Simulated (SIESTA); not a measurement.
Crystal: ZnS (Wurtzite-6H).

```
Zn S
1.0
     3.81200    0.00000    0.00000
    -1.90600    3.30129    0.00000
     0.00000    0.00000   18.68999
Zn S
6 6
Direct
  0.33333 0.66667 0.83333
  0.66667 0.33333 0.33333
  0.66667 0.33333 0.66667
  0.33333 0.66667 0.16667
  0.00000 0.00000 0.50000
  0.00000 0.00000 0.00000
  0.33333 0.66667 0.95833
  0.66667 0.33333 0.45833
  0.66667 0.33333 0.79167
  0.33333 0.66667 0.29167
  0.00000 0.00000 0.62500
  0.00000 0.00000 0.12500
```

Program: SIESTA 5.4.2. Alike in all runs: task band structure; no spin polarisation; cell as given; k mesh 8 × 8 × 2; smearing fermi-dirac 0.05 eV; grid cutoff 800 Ry; energy shift 0.002 Ry.

Q: Order these runs on this cell by their pressure, lowest first.
A. level LDA; potentials or basis PseudoDojo 0.4 standard (LDA files), DZP (energy shift 0.002 Ry)
B. level AM05; potentials or basis PseudoDojo 0.4 standard (PBEsol files), DZP (energy shift 0.002 Ry)
C. level PBE; potentials or basis PseudoDojo 0.4 standard (PBE files), TZP (energy shift 0.002 Ry)
D. level RPBE; potentials or basis PseudoDojo 0.4 standard (PBE files), DZP (energy shift 0.002 Ry)

A: A (-2.1 GPa), B (0.8 GPa), C (3.7 GPa), D (6.6 GPa).

Caveats: semicore shells carry a single zeta, which can move pressures by several GPa and volumes by a few percent; the basis of atomic orbitals isn't converged, which shifts pressures, moduli and gaps; the potentials were made for another functional, which shifts forces and pressure (some runs).

Not every run made on this cell is shown here.
